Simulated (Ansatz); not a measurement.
## Which way does BeS + HgSe ⇌ BeSe + HgS run?

Plane-wave DFT in Ansatz with scalar-relativistic PAW potentials, cutoff 420 eV, Γ-centred meshes chosen by cell and gap, Gaussian smearing with energies taken to zero width. Every cell was relaxed (cell and atoms) in a run of its own, within the symmetry of its start. Functional: PBEsol.

Total energies hold large constants for each element; a whole number of eV per atom of each element is taken off below, which cancels in a balanced reaction.

| compound | lowest structure computed | structures tried | V (Å³/atom) | gap on mesh (eV) | E (eV per formula unit, common shift removed) |
| --- | --- | --- | --- | --- | --- |
| BeS | F-43m | 3 | 14.15 | 2.91 | -2.4439 |
| HgSe | F-43m | 3 | 28.85 | 0.00 | -0.6303 |
| BeSe | F-43m | 2 | 16.86 | 2.47 | -2.1622 |
| HgS | F-43m | 4 | 25.36 | 0.00 | -0.2772 |

Problem. Work out the reaction energy at 0 K.

Solution. ΔE = E(BeSe) + E(HgS) − E(BeS) − E(HgSe) = 0.635 eV, or 61 kJ per mole of reaction (159 meV/atom). The left side is lower: Be takes S and Hg takes Se. All four are computed as solids; where they are solids at ordinary conditions entropy changes little. A lower structure that wasn't tried would shift the value, and mixed crystals may lie lower than either side. This functional puts HgS lowest in F-43m, which isn't its usual phase at room temperature.

Spin-orbit coupling is left out, which matters for the bands of heavy elements.